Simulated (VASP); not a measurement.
## TiO: relaxation of cell and atoms with SCAN

The system is TiO.

```
CELL_PARAMETERS angstrom
2.70834 0.00000 0.00000
0.00000 2.70834 0.00000
0.00000 0.00000 2.70834
ATOMIC_POSITIONS crystal
Ti 0.00000 0.00000 0.00000
O 0.50000 0.50000 0.50000
```

The cell comes from a database or a generator and needn't be the stable form of this composition.

```json
{
  "Program": "VASP 6.6.1",
  "Task": "relaxation of cell and atoms",
  "Functional": "SCAN",
  "Potentials or basis": "VASP PAW PBE potentials, release 64 (Ti_sv, O)",
  "Cutoff": "600 eV",
  "k mesh": "10 × 10 × 10",
  "Occupations": "gaussian, width 0.05 eV",
  "Spin": "no spin polarisation",
  "Further INCAR settings": "ALGO = Normal; EDIFF = 1e-07; IBRION = 2; EDIFFG = -0.005; NSW = 40; ISIF = 3"
}
```

```yaml
Relaxed_volume: 9.06 Å³/atom
Relaxed_cell: a = 2.626 Å, b = 2.626 Å, c = 2.626 Å, α = 90.00°, β = 90.00°, γ = 90.00°
Space_group_after_relaxing_to_0.05_Å: Pm-3m (No. 221)
Energy_gained_by_relaxing: 58.6 meV/atom
Ionic_steps: 7
Pressure_after_relaxing: 0.0 GPa
Band_gap_on_the_k_mesh: none (metal or under the smearing width)
```

Step by step:
| step | energy change (eV) | largest force (eV/Å) | pressure (GPa) | volume (Å³) |
| --- | --- | --- | --- | --- |
| 1 | 0.0000 | 0.0000 | -19.70 | 19.87 |
| 2 | 0.0025 | 0.0000 | 26.08 | 16.56 |
| 3 | -0.1171 | 0.0000 | -0.26 | 18.13 |
| 4 | -0.1171 | 0.0000 | 0.21 | 18.10 |
| 5 | -0.1171 | 0.0000 | -0.19 | 18.13 |
| 6 | -0.1171 | 0.0000 | -0.15 | 18.13 |
| 7 | -0.1171 | 0.0000 | 0.00 | 18.12 |

Final structure:
```
Ti O
1.0
     2.62637    0.00000    0.00000
     0.00000    2.62637    0.00000
     0.00000    0.00000    2.62637
Ti O
1 1
Direct
  0.00000 0.00000 0.00000
  0.50000 0.50000 0.50000
```

Levels at points of the mesh, in eV from the Fermi level:
| k point | band 5 | band 6 | band 7 | band 8 | band 9 | band 10 | band 11 | band 12 | band 13 |
| --- | --- | --- | --- | --- | --- | --- | --- | --- | --- |
| (0.00, 0.00, 0.00) | -23.46 | -5.04 | -5.04 | -5.04 | -3.22 | -3.22 | 2.94 | 2.94 | 2.94 |
| (0.50, 0.00, 0.00) | -22.05 | -10.09 | -5.79 | -5.79 | -2.30 | 2.19 | 3.20 | 3.34 | 3.35 |
| (0.50, 0.50, 0.00) | -22.11 | -7.89 | -7.89 | -4.46 | -1.97 | 0.29 | 1.23 | 1.23 | 3.91 |
| (0.50, 0.50, 0.50) | -21.12 | -9.36 | -9.36 | -9.36 | 3.70 | 3.70 | 3.70 | 4.02 | 4.03 |

Wall time 5.2 min on 1 thread of Intel(R) Xeon(R) Platinum 8375C CPU @ 2.90GHz (Ice Lake), on a shared host, peak memory 0.17 GiB.

Caveat: the PAW data sets were made with another functional, which shifts forces and pressure a little; semilocal functionals often make such compounds metallic where correlation or magnetic order opens a gap, which also shifts bond lengths.
